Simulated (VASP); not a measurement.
**H2: relaxation of the atoms with PBE+D3(BJ)**

The system is H2, in a box.

```
H
1.0
    10.00000    0.00000    0.00000
     0.00000   10.50000    0.00000
     0.00000    0.00000   11.00000
H
2
Direct
  0.50000 0.50000 0.46636
  0.50000 0.50000 0.53364
```

```yaml
Program: VASP 6.6.1
Task: relaxation of the atoms
Functional: PBE
Dispersion: D3(BJ)
Potentials_or_basis: VASP PAW PBE potentials, release 64 (H)
Cutoff: 520 eV
k_mesh: 1 × 1 × 1
Occupations: gaussian, width 0.02 eV
Spin: no spin polarisation
Further_INCAR_settings: ALGO = Normal; EDIFF = 1e-07; ISYM = 0; IBRION = 2; EDIFFG = -0.005; NSW = 90
```

```
Energy gained by relaxing       : 0.9 meV/atom
Ionic steps                     : 3
Gap between the frontier levels : 10.16 eV
Dispersion energy per atom      : -0.001 eV
```

Step by step:
| step | energy change (eV) | largest force (eV/Å) | pressure (GPa) |
| --- | --- | --- | --- |
| 1 | 0.0000 | 0.3543 | 0.01 |
| 2 | 0.0078 | 0.7706 | -0.03 |
| 3 | -0.0017 | 0.0003 | 0.00 |

Final structure:
```
CELL_PARAMETERS angstrom
10.00000 0.00000 0.00000
0.00000 10.50000 0.00000
0.00000 0.00000 11.00000
ATOMIC_POSITIONS crystal
H 0.50000 0.50000 0.46591
H 0.50000 0.50000 0.53409
```

Levels at points of the mesh, in eV from the valence-band top:
| k point | band 1 | band 2 | band 3 | band 4 |
| --- | --- | --- | --- | --- |
| (0.00, 0.00, 0.00) | 0.00 | 10.16 | 10.62 | 11.19 |

Run time: 2.7 min on 1 thread of Intel(R) Xeon(R) Platinum 8488C (Sapphire Rapids) (shared host), peak memory 0.97 GiB.

A hybrid or GW would open this gap; PBE tends to underestimate it.
